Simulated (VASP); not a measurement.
Wanted: the native input for a VASP 6.6.1 run.

- Task: relaxation of cell and atoms
- Functional: LDA
- Potentials or basis: VASP PAW LDA potentials, release 64 (S, H, Li_sv)
- Cutoff: 600 eV
- k mesh: 8 × 8 × 8
- Occupations: gaussian, width 0.03 eV
- Spin: no spin polarisation
- Further INCAR settings: ALGO = Normal; EDIFF = 1e-06; IBRION = 2; EDIFFG = -0.01; NSW = 90; ISIF = 3

The structure of Li3HS lies in POSCAR:

```
Li3HS
1.0
    3.8518900000      0.0000000000      0.0000000000
    0.0000000000      3.8518900000      0.0000000000
    0.0000000000      0.0000000000      3.8518900000
S H Li
1 1 3
Direct
    0.5000000000      0.5000000000      0.5000000000
    0.0000000000      0.0000000000      0.0000000000
    0.5000000000      0.0000000000      0.0000000000
    0.0000000000      0.5000000000      0.0000000000
    0.0000000000      0.0000000000      0.5000000000
```

The cell comes from a database or a generator and needn't be the stable form of this composition.

One way to write it, as run:

INCAR

```
PREC     = Accurate       # precision mode
ENCUT    = 600            # plane-wave cutoff, eV
EDIFF    = 1E-6           # SCF threshold, eV
ISMEAR   = 0              # smearing method
SIGMA    = 0.03           # smearing width, eV
LREAL    = F              # projectors in reciprocal space
LASPH    = T              # aspherical terms in the spheres
NELM     = 80             # most SCF steps
ALGO     = Normal         # electronic algorithm
ISIF     = 3              # what is computed and relaxed
LWAVE    = F              # write WAVECAR
LCHARG   = F              # write CHGCAR
GGA      = CA             # functional
IBRION   = 2              # ionic algorithm
NSW      = 90             # ionic steps
EDIFFG   = -0.01          # ionic threshold
```

KPOINTS

```
Automatic mesh
0
Gamma
  8 8 8
```

Potentials or basis: VASP PAW LDA potentials, release 64 (S, H, Li_sv).

Run with:

```sh
$ cat potpaw_LDA.64/S/POTCAR potpaw_LDA.64/H/POTCAR potpaw_LDA.64/Li_sv/POTCAR > POTCAR
$ mpirun -np 1 vasp_std > vasp.out
```

Results of the run:

| Property | Result |
| --- | --- |
| Relaxed volume | 10.12 Å³/atom |
| Relaxed cell | a = 3.699 Å, b = 3.699 Å, c = 3.699 Å, α = 90.00°, β = 90.00°, γ = 90.00° |
| Space group after relaxing (to 0.05 Å) | Pm-3m (No. 221) |
| Energy gained by relaxing | 22.0 meV/atom |
| Ionic steps | 4 |
| Pressure after relaxing | 0.1 GPa |
| Band gap on the k mesh | 4.38 eV, indirect (least direct gap 4.73 eV) |

Caveat: the cutoff is under 1.25 times the usual one of these potentials, so pressure, stress and relaxed cells hold a basis-set (Pulay) error.

Run time: 39 s on 1 thread of AMD EPYC 7R13 Processor (Zen 3) (shared host), peak memory 0.14 GiB.
